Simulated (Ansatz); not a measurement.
# MnS (R-3m) in Ansatz: notebook

Aim: see how the results for MnS move with the level of theory and the settings. Levels: PBE, LDA. Tasks: single point, relaxation of cell and atoms.

Everything below comes from runs of Ansatz 0.2.0. Logs are shortened: lines on timing, memory, paths and dates and some standing lists are left out, and cuts for length are marked.

## Step 1: The structure

It takes space group R-3m (No. 166, trigonal). The conventional cell has a = 3.660 Å, b = 3.660 Å, c = 8.913 Å, α = 90.00°, β = 90.00°, γ = 120.00°. Mn (site symmetry -3m) is surrounded by 6 S at 2.58 Å. S (site symmetry -3m) is surrounded by 6 Mn at 2.58 Å.

The cell is a database's computed one.

## Step 2: Single point, PBE, collinear spin, ferromagnetic start

Contents of input.yaml:

```yaml
crystal:
  lattice:
    - [1.8299960138, 1.0565486912, 2.9709202777]
    - [-1.8299960138, 1.0565486912, 2.9709202777]
    - [0.0, -2.1130973823, 2.9709202777]
  atoms:
    - { symbol: Mn, position: [0.0, 0.0, 0.0], spin: 8.0 }
    - { symbol: S, position: [0.5, 0.5, 0.5] }
hamiltonian:
  xc: pbe
  pseudopotentials: { kind: paw }
magnetization:
  spin_polarized: true
  initial_magnetization: 8.0
  spin_locking: { lock_magnetization: hard }
kpoints:
  mp_grid: { grid: [8, 8, 8] }
scf:
  occupations: { method: fermi_dirac, width: 0.05 }
  lower_state_search: "off"
output:
  forces: true
  stress: true
  eigenvalues: true
```

Potentials or basis: Ansatz PAW.

The run is started by

```
ansatz run input.yaml --threads 2 --pin off --max-ram 5632MiB --backend cpu --events-out ev --progress --plain --runs-dir out
```

What it wrote:

```text
Warning: output.stress: scf.convergence.dr2_threshold = 1e-7 eV (the SCF's general default) is looser than the 2e-10 eV advised for a printed stress (1e-10 eV for each atom of the cell: 2). What an SCF threshold leaves in a stress goes as its square root, and in the free energy as the threshold itself, and one threshold admits the most on a small cell: of the crystals measured, under no hybrid functional and no lock of the moments, on runs that ended without the residual-converged pass, on stresses that held no estimate of that error, the worst erred by over 100 MPa in a component at 1e-7 eV an atom and by under 5 at 1e-10. Set scf.convergence.dr2_threshold to 2e-10 eV or tighter. The threshold is an SCF's pass mark: one that does not reach it within its budget of iterations ends unconverged, or closes short of it on a stop that the run arms, and scf.convergence.dr2_threshold's page says what that costs each kind of run
Warning: RAYON_NUM_THREADS=2 ignored (pool sized by the plan → 2); use --threads N
Engine: ansatz 0.2.0, x86_64-unknown-linux-gnu
Pseudopotentials: kind: paw
Pseudopotential: Mn, paw, valence charge 15, recommended cutoff 420 eV (normal), Mn.paw.azcp
Pseudopotential: S, paw, valence charge 6, recommended cutoff 420 eV (normal), S.paw.azcp
Functional definition: PBE
  parameter kappa = 0.804
  parameter beta = 0.06672455060314922
  exchange = pbe_x(kappa = kappa, mu = beta*pi^2/3)
  correlation = pbe_c(beta = beta)
Crystal: 2 atoms, lattice volume = 34.465 Å³
Basis set: ecut = 420 eV, 645 PW (Γ), exchange–correlation on 50×50×50 points (8 copies of the dense FFT grid, shifted against one another)
Bands: 19, of which v1, the nominal top of the filled ones, is band 11 counted from 1 (10 counted from 0)
Symmetry: 12 space group operations
Space group: R-3m (ITA 166), of the structure as read, at distance tolerance 3.3e-5 Å
Magnetic group: BNS 166.97 (UNI 1327), of the structure as read, at distance tolerance 3.3e-5 Å
k-points: 65 of 512
Non-local potential: Mn, projectors of the file, l = 0: 3, l = 1: 2, l = 2: 3, l = 3: 1
Non-local potential: S, projectors of the file, l = 0: 2, l = 1: 2, l = 2: 2
PAW form: soft (Blöchl's): semilocal exchange-correlation on the pseudo side does not see the compensation charge
PAW one-centre angular grid: Mn, 590 points (default); XC on 64 Gauss nodes
PAW one-centre angular grid: S, 110 points (default); XC on 64 Gauss nodes
Initial density: superposition of atomic densities (chi_scale 0.1, normalization cell, long waves kept (reshape's long-wave potential 0.00 eV rms))
Starting moments: Σ|m| = 8 μB on 1 of 2 sites
Initial wavefunctions: pseudopotential atomic-orbital guess
Functional: x = pbe(κ = 0.804, μ = 0.2195149727645171), c = pbe(β = 0.06672455060314922)
SCF iter   1: F=—  HF=-4789.136912 eV  |F-HF|=—  |Δ(HF+E_count)|=         —  Δρ=2.18e-1 (↑1.31e-1 ↓2.18e-1)  dr2=2.80e0  dr2_m=9.63e0  M=8.000 μB ∫|m|=8.000 μB  β_m=0.30  ethr=3.10e-3  ⟨swp⟩=5.2  Hψ=11360  notcnv=0
preconditioner: auto → Kerker (q_TF=auto, 2.512 Å⁻¹)  [metal: Δε(μ)=0.027 eV  Ē_g=13.815 eV  σ=0.050 eV  W_gap=0.13  n_scr=14 (ndim 8)  ℏωp=22.8 eV  f_vac=0.000  D(μ)=2.45/eV (n_scr^D=26)]
spin=Collinear: Kerker preconditioning applied to the charge; magnetization (m = ρ↑ − ρ↓) channel mixes plain (no charge-response kernel on spin).
SCF iter   2: F=—  HF=-4790.168862 eV  |F-HF|=—  |Δ(HF+E_count)|=    1.03e0  Δρ=1.54e-1 (↑1.13e-1 ↓1.54e-1)  dr2=9.21e-1  dr2_m=5.61e0  M=8.000 μB ∫|m|=8.000 μB  β_m=0.65  ethr=3.10e-3  ⟨swp⟩=2.4  Hψ=5272  notcnv=0  defer=123
SCF iter   3: F=—  HF=-4791.763202 eV  |F-HF|=—  |Δ(HF+E_count)|=    1.59e0  Δρ=6.55e-3 (↑4.75e-3 ↓6.55e-3)  dr2=2.84e-2  dr2_m=1.57e-3  M=8.000 μB ∫|m|=8.000 μB  β_m=0.61  ethr=3.10e-3  ⟨swp⟩=2.9  Hψ=4698  notcnv=0  defer=123
SCF iter   4: F=—  HF=-4791.743057 eV  |F-HF|=—  |Δ(HF+E_count)|=   2.01e-2  Δρ=5.25e-3 (↑5.25e-3 ↓1.79e-3)  dr2=7.87e-3  dr2_m=1.36e-3  M=8.000 μB ∫|m|=8.000 μB  β_m=0.81  ethr=1.35e-4  ⟨swp⟩=2.7  Hψ=5410  notcnv=0  defer=123
SCF iter   5: F=—  HF=-4791.743754 eV  |F-HF|=—  |Δ(HF+E_count)|=   6.97e-4  Δρ=2.88e-3 (↑2.88e-3 ↓4.81e-4)  dr2=1.82e-3  dr2_m=7.61e-4  M=8.000 μB ∫|m|=8.000 μB  β_m=0.71  ethr=3.75e-5  ⟨swp⟩=2.3  Hψ=4572  notcnv=0  defer=123
SCF iter   6: F=—  HF=-4791.743550 eV  |F-HF|=—  |Δ(HF+E_count)|=   2.04e-4  Δρ=1.22e-3 (↑1.22e-3 ↓2.24e-4)  dr2=4.34e-4  dr2_m=1.20e-4  M=8.000 μB ∫|m|=8.000 μB  β_m=0.86  ethr=8.65e-6  ⟨swp⟩=2.0  Hψ=3218  notcnv=0  defer=123
SCF iter   7: F=—  HF=-4791.743479 eV  |F-HF|=—  |Δ(HF+E_count)|=   7.07e-5  Δρ=1.52e-4 (↑1.52e-4 ↓4.78e-5)  dr2=9.33e-6  dr2_m=2.14e-6  M=8.000 μB ∫|m|=8.000 μB  β_m=0.91  ethr=2.07e-6  ⟨swp⟩=2.5  Hψ=3441  notcnv=0  defer=123
SCF iter   8: F=—  HF=-4791.743470 eV  |F-HF|=—  |Δ(HF+E_count)|=   8.92e-6  Δρ=2.43e-5 (↑2.43e-5 ↓1.15e-5)  dr2=3.27e-7  dr2_m=4.95e-8  M=8.000 μB ∫|m|=8.000 μB  β_m=0.95  ethr=4.44e-8  ⟨swp⟩=2.5  Hψ=3355  notcnv=0  defer=123
SCF iter   9: F=-4791.743470 eV  HF=-4791.743470 eV  |F-HF|=7.81e-9  |Δ(HF+E_count)|=   1.02e-7  Δρ=2.50e-6 (↑2.40e-6 ↓2.50e-6)  dr2=6.47e-9  dr2_m=4.68e-10  M=8.000 μB ∫|m|=8.000 μB  ethr=4.76e-10  ⟨swp⟩=7.2  Hψ=11171  notcnv=0
SCF 1 converged in 9 iterations: F = -4791.743470 eV  dr2 = 6.47e-9
SCF converged after 9 iterations
Stability checked in part: among states of this total moment the steps that led to this state did not find it unstable. No probe was made; neither looks for a lower state of another moment (fixed_total_moment; see scf.lower_state_search)
Magnetization: 8.0000 μB (14.5000 up, 6.5000 down)
Absolute magnetization: 8.0002 μB (∫|ρ↑−ρ↓|, with the PAW one-centre terms)
Spin contamination: 0.0014 ħ² per cell (⟨S²⟩ above its minimum at these occupations)
Per-site moments (μB) at R_I (Å): [(4.879101525117907, 1.065478187281277), (1.4981781457923309, 1.065478187281277)]
Free energy (F): -4791.743470 eV
Harris-Foulkes:  -4791.743470 eV  (|F-HF|=7.81e-9)
Internal energy: -4791.724707 eV  (E = F + TS)
E sigma→0 (E₀):  -4791.734089 eV
Entropy (-TS):   -0.018763 eV (-9.382 meV/atom)
Fermi energy:    11.516750 (↑ 15.662420, ↓ 7.371081) eV
--- Per-component energies (eV) ---
  E_band       = -284.715080
  E_kinetic    = 409.819303
  E_local      = -2419.878230  (includes V_loc(G=0)·N_el)
  E_nonlocal   = 281.422704
  E_hartree    = 991.623122
  E_xc         = -209.524216
  E_vxc        = -231.479312  (∫ρ·V_xc dr)
  E_paw        = -1904.016126  (= ΣΔE_a)
  E_vpaw       = -307.842774  (= ΣTr[D̂ρ^β])
  E_aug_tail   = -0.000007  (compensation charges beyond the density's cutoff)
  E_ewald      = -1941.171257
  E_smearing   = -0.018763  (= −TS)
  E_closure    = 0.000000  (closes the sum)
  Σ components = -4791.743470   (vs F -4791.743470, Δ=0.00e0)
--- Forces (eV/Å), atoms counted from 1 ---
  atom   1  Mn    -0.00000000    -0.00000000     0.00000000
  atom   2  S      0.00000000     0.00000000    -0.00000000
  max |Σ_I F_I| component: 2.63e-31 eV/Å
--- Stress (GPa, compression-positive) ---
       43.057099      -0.000000       0.000000
       -0.000000      43.057099      -0.000000
        0.000000      -0.000000      41.938451
  P = ⅓ Tr σ = 42.6842 GPa (426.842 kbar)
--- Band table (eV; the first three rows and the last of 130) ---
  k-point 0 ↑: bands = ["-71.3588", "-40.0941", "-40.0941", "-40.0934", "-5.4201", "7.1059", "7.1059", "7.1228", "7.1232", "7.1232", "7.3545", "7.3545", "7.3861", "11.6022", "18.3775", "18.3775", "18.4484", "20.5654", "21.3536"]
  k-point 1 ↑: bands = ["-71.3588", "-40.0955", "-40.0943", "-40.0936", "-5.2698", "6.0524", "6.2952", "6.3126", "7.1892", "7.2001", "7.5459", "8.2705", "8.2825", "12.4634", "17.3287", "18.2459", "18.3114", "19.9435", "19.9661"]
  k-point 2 ↑: bands = ["-71.3586", "-40.0988", "-40.0948", "-40.0942", "-4.8663", "4.4044", "5.5618", "5.5812", "7.3899", "7.4011", "7.7083", "9.2505", "9.2529", "13.4056", "16.7347", "17.0236", "17.0776", "20.0417", "20.0961"]
  k-point 64 ↓: bands = ["-66.2444", "-35.0731", "-35.0631", "-35.0631", "-2.1067", "4.7827", "7.6810", "7.6810", "12.4069", "12.4069", "12.6066", "14.3496", "14.3496", "14.7501", "17.6206", "17.6206", "21.3775", "23.8793", "23.8793"]
```

Wall time 2.8 s (2 threads of Intel Xeon Platinum 8259CL at 2.50GHz (Skylake/Cascade Lake), shared host); peak memory 0.39 GiB.

Results:

- Free energy: -4791.7435 eV
- Pressure: 42.7 GPa
- Net moment: 8.00 μB per cell
- Absolute moment: 8.00 μB per cell
- Site moments: Mn +4.88; S +1.50 μB

Caveat: a pressure of tens of GPa on the cell as given is suspect, and the run, the potentials or the cell itself is likely at fault; the total moment is fixed, so each spin has its own Fermi level; a cell with one magnetic atom can't hold antiferromagnetic order, which such compounds often take; the thresholds are loose for stress.

## Step 3: Relaxation of cell and atoms, LDA, collinear spin, ferromagnetic start, target pressure 10 GPa, at which the enthalpy is minimised

Contents of input.yaml:

```yaml
crystal:
  lattice:
    - [1.8299960138, 1.0565486912, 2.9709202777]
    - [-1.8299960138, 1.0565486912, 2.9709202777]
    - [0.0, -2.1130973823, 2.9709202777]
  atoms:
    - { symbol: Mn, position: [0.0, 0.0, 0.0], spin: 4.0 }
    - { symbol: S, position: [0.5, 0.5, 0.5] }
hamiltonian:
  xc: lda
  pseudopotentials: { kind: paw }
magnetization:
  spin_polarized: true
kpoints:
  mp_grid: { grid: [7, 7, 7] }
scf:
  occupations: { method: fermi_dirac, width: 0.05 }
output:
  forces: true
  stress: true
  eigenvalues: true
  write_density: true
  write_potential: true
  elf: true
  volumetric_format: npy
relax:
  f_tol: 0.01
  max_steps: 40
  cell: { stress_tol: 0.05, p_target: 10.0 }
```

Potentials or basis: Ansatz PAW.

The run is started by

```
ansatz run input.yaml --threads 2 --pin off --max-ram 5632MiB --backend cpu --events-out ev --progress --plain --runs-dir out
```

It took 11 s on 2 threads of Arm Neoverse V2, shared host; peak memory 0.33 GiB.

It converged, with:

- Free energy: -4711.4206 eV
- Relaxed volume: 12.52 Å³/atom
- Relaxed cell: a = 3.284 Å, b = 3.284 Å, c = 3.284 Å, α = 60.00°, β = 60.00°, γ = 60.00°
- Space group after relaxing (to 0.05 Å): Fm-3m (No. 225)
- Energy change on relaxing (the enthalpy is what falls): -112.7 meV/atom
- Ionic steps: 7
- Pressure after relaxing: 10.0 GPa
- Band gap on the k mesh: none (metal or under the smearing width)
- Net moment: 3.09 μB per cell
- Absolute moment: 3.10 μB per cell
- Site moments: Mn +2.73; S +0.08 μB

Step by step:
```tsv
step	energy change (eV)	largest force (eV/Å)	volume (Å³)
1	0.0000	0.0000	34.47
2	-0.2373	0.0000	29.70
3	-0.2463	0.0000	25.40
4	-0.2046	0.0000	24.72
5	-0.2252	0.0000	25.02
6	-0.2267	0.0000	25.04
7	-0.2253	0.0000	25.04
```

Final structure:
```xyz
2
Lattice="1.6420 0.9480 2.6812 -1.6420 0.9480 2.6812 0.0000 -1.8960 2.6812" Properties=species:S:1:pos:R:3 pbc="T T T"
Mn    0.0000    0.0000    0.0000
S     0.0000    0.0000    4.0217
```

Levels at points of the mesh, in eV from the Fermi level:
Spin up:
```tsv
k point	band 8	band 9	band 10	band 11	band 12	band 13	band 14	band 15	band 16	band 17
(0.00, 0.00, 0.00)	-3.12	-2.94	-2.94	-1.87	-1.87	-1.86	5.34	9.83	9.83	9.83
```
Spin down:
| k point | band 5 | band 6 | band 7 | band 8 | band 9 | band 10 | band 11 | band 12 | band 13 | band 14 |
| --- | --- | --- | --- | --- | --- | --- | --- | --- | --- | --- |
| (0.00, 0.00, 0.00) | -16.62 | -1.65 | -1.65 | -1.64 | -0.98 | -0.98 | -0.98 | -0.85 | -0.85 | 5.83 |

Caveat: the volume moved by over 15 % at a fixed basis, so the end points are rough; the plane-wave basis is chosen anew once the cell has moved, so the energies of steps on either side of that aren't comparable; a cell with one magnetic atom can't hold antiferromagnetic order, which such compounds often take; semilocal functionals often make such compounds metallic where correlation or magnetic order opens a gap, which also shifts bond lengths; the PAW data sets come from PBE, with cores solved anew for the run's functional, which leaves a small shift of forces and pressure.
